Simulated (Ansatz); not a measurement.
# What strain does to SnO2 (fluorite)

SnO2 in the fluorite structure, relaxed with r2SCAN in the plane-wave code Ansatz. It is cubic, Fm-3m (No. 225); conventional cell a = 5.067 Å, 10.84 Å³ an atom. Sn is surrounded by 8 O at 2.19 Å; O is surrounded by 4 Sn at 2.19 Å.

The axes x, y and z are those of this cell:
```yaml
crystal:
  lattice:
    - [0.00000, 2.53347, 2.53347]
    - [2.53347, 0.00000, 2.53347]
    - [2.53347, 2.53347, 0.00000]
  atoms:
    - { symbol: Sn, position: [0.00000, 0.00000, 0.00000] }
    - { symbol: O, position: [0.25000, 0.25000, 0.25000] }
    - { symbol: O, position: [0.75000, 0.75000, 0.75000] }
```

Unstrained: r2SCAN gives an indirect gap of 0.838 eV, from W to Γ; the least direct gap is 2.269 eV at Γ. With HSE06 the valence top lies at W and the conduction bottom at Γ, 1.684 eV higher; the smallest vertical gap, at Γ, is 3.172 eV. Meshes: r2SCAN 8×8×8, HSE06 6×6×6. Strains are changes of length per length, and xy shears are angles. After each strain the atoms were relaxed again with r2SCAN within the symmetry that the strain leaves, so tilts or polar shifts that break it weren't tested; points keep the names that they have in the unstrained zone. Spin-unpolarised throughout. Whether this structure exists isn't addressed.

Changes of the least gap in eV (an overlap counts as a negative gap):

| strain | volume change (%) | space group | r2SCAN | HSE06 | energy rise, r2SCAN (meV/atom) |
| --- | --- | --- | --- | --- | --- |
| xy shear, engineering strain (angle) -3.0 % | 0.0 | Immm | +0.013 | – | 0.5 |
| isotropic +2.5 % on every length | +7.7 | Fm-3m | -0.745 | -0.824 | 39.3 |
| uniaxial +3.0 % along z | +3.0 | I4/mmm | -0.456 | – | 16.1 |
| isotropic +5.0 % on every length | +15.8 | Fm-3m | -1.408 | -1.575 | 142.9 |
| uniaxial -4.0 % along [111] | -4.0 | R-3m | +0.463 | +0.506 | 15.7 |

Xy shear, engineering strain (angle) -3.0 %. r2SCAN: the gap goes from 0.838 to 0.851 eV (+0.013 eV). Stress change with r2SCAN, compression positive: xx +0.19, yy +0.19, zz +0.13, xy +0.52 GPa.

Isotropic +2.5 % on every length. HSE06: the gap goes from 1.684 to 0.860 eV (-0.824 eV). Stress change with r2SCAN, compression positive: xx -14.07, yy -14.07, zz -14.07 GPa. For HSE06, dE_g/d ln V = -11.1 eV over this step.

Uniaxial +3.0 % along z, other directions held. r2SCAN: the gap goes from 0.838 to 0.382 eV (-0.456 eV). Stress change with r2SCAN, compression positive: xx -1.53, yy -1.53, zz -15.47 GPa.

Isotropic +5.0 % on every length. r2SCAN: gap 0.84 before, none (overlap 0.57) after (eV); it has closed. HSE06: the gap goes from 1.684 to 0.109 eV (-1.575 eV); so small a gap is at the limit of these settings. Stress change with r2SCAN, compression positive: xx -23.24, yy -23.24, zz -23.24 GPa. For HSE06, dE_g/d ln V = -10.8 eV over this step.

Uniaxial -4.0 % along [111], other directions held. HSE06: the gap goes from 1.684 to 2.190 eV (+0.506 eV). Stress change with r2SCAN, compression positive: xx +10.47, yy +10.47, zz +10.47, xy +0.91, xz +0.91, yz +0.91 GPa.

No spin-orbit coupling is included; it can move band edges with weight on the heavy atoms by tenths of an eV.

Overlapping bands make a metal at that level, for which these meshes are coarse; small forces, stresses and energy differences are uncertain.

The meshes of the hybrids are coarse, so their gaps aren't converged to the digits shown.
